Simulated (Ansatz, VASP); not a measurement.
**Rh: VASP beside Ansatz**

```
Rh
1.0
     0.00000    1.91606    1.91606
     1.91606    0.00000    1.91606
     1.91606    1.91606    0.00000
Rh
1
Cartesian
  0.0000 0.0000 0.0000
```

Alike in both runs: task single point; functional PBE; k mesh 14 × 14 × 14; occupations gaussian, width 0.1 eV; no spin polarisation.

```csv
,VASP,Ansatz
version,VASP 6.6.1,Ansatz 0.2.0
potentials or method,"VASP PAW PBE potentials, release 64 (Rh_pv)","plane waves (420 eV) with PAW, scalar-relativistic"
plane-wave cutoff (eV),520,420
valence electrons in the cell,15,17
```

Ansatz gave:

| Item | Value |
| --- | --- |
| pressure (GPa) | -0.4 |

Q: What did VASP give for the same quantities?

A: Pressure (GPa): -0.3.

The two sets of potentials don't hold the same shells in valence.
